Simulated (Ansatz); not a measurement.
Pr in several cubic structure types, each at its own equilibrium volume.

Method: Ansatz 0.2.0 development build, PBE, plane waves, PAW datasets (generated soft set 1).

Settings: cutoff 420 eV; no spin polarisation; Fermi–Dirac smearing of 0.0612 eV; k-meshes 32³ (diamond), 41³ (fcc).

Task: Rank the structures by energy per atom, lowest first.
A. fcc
B. diamond

Result: A (0.0 meV/atom), B (274 meV/atom).

Task: Give the equilibrium volume and bulk modulus of each.

Result: 
```csv
structure,V₀ (Å³/atom),B₀ (GPa)
diamond,26.20,95
fcc,24.10,40
```

Only these cubic types are compared here; the real ground state can be another structure or magnetic.

Model structures, not the usual forms at ambient conditions (metastable or hypothetical): Pr (diamond type), Pr (fcc type). The open f shell is treated without spin here, so this is a model state and not the ground state.
